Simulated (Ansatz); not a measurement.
This Fe3Co2 structure is the end of a relaxation. The cell was found from a structure generator's guess, not taken from experiment.

These are results of DFT PBE, scalar-relativistic, plane waves, PAW (Ansatz), not measurements. Cutoff 420 eV, Γ-centred mesh, Gaussian smearing, collinear spin.

```yaml
crystal:
  lattice:
    - [2.01163, 1.16141, 4.09929]
    - [-2.01163, 1.16141, 4.09929]
    - [0.00000, -2.32283, 4.09929]
  atoms:
    - { symbol: Fe, position: [0.89979, 0.89979, 0.89979] }
    - { symbol: Fe, position: [0.50000, 0.50000, 0.50000] }
    - { symbol: Fe, position: [0.10021, 0.10021, 0.10021] }
    - { symbol: Co, position: [0.70097, 0.70097, 0.70097] }
    - { symbol: Co, position: [0.29903, 0.29903, 0.29903] }
```

Formation energies are uncorrected and refer to the elements' standard structures at the same level.

Q: Find its symmetry and describe it.

A: R-3m (No. 166), with Fe and Co ordered on bcc sites. Conventional cell: a = 4.023 Å, c = 12.298 Å. Fe on a site of symmetry 3m has 4 Co at 2.45–2.46 Å, 4 Fe at 2.46 Å, 3 Fe at 2.84 Å and 3 Co at 2.85 Å; around Fe on a site of symmetry -3m lie 6 Fe at 2.46 Å, 2 Co at 2.47 Å and 6 Co at 2.84 Å; Co is surrounded by 5 Fe at 2.45–2.47 Å, 3 Co at 2.47 Å and 6 Fe at 2.84–2.85 Å.

Q: What is its formation energy per atom?

A: −0.02 eV/atom. The formation energy is too near zero to say whether this cell lies below the elements.

Q: Is it a metal?

A: Yes, bands cross the Fermi level on the 12×12×12 mesh.

Q: Which magnetic moments does it keep?

A: 2.25 μB per atom net, the space between the atoms included; by site: Fe 2.6 (×2), 2.5; Co 1.9 (×2) μB.

The last run used collinear spin, a 12×12×12 mesh for its 5-atom cell and Gaussian smearing of 0.10 eV. The k mesh leaves some 4 meV/atom of noise in the energy of each metallic cell. Another magnetic order may lie lower. A structure relaxed within its symmetry needn't be a true minimum.
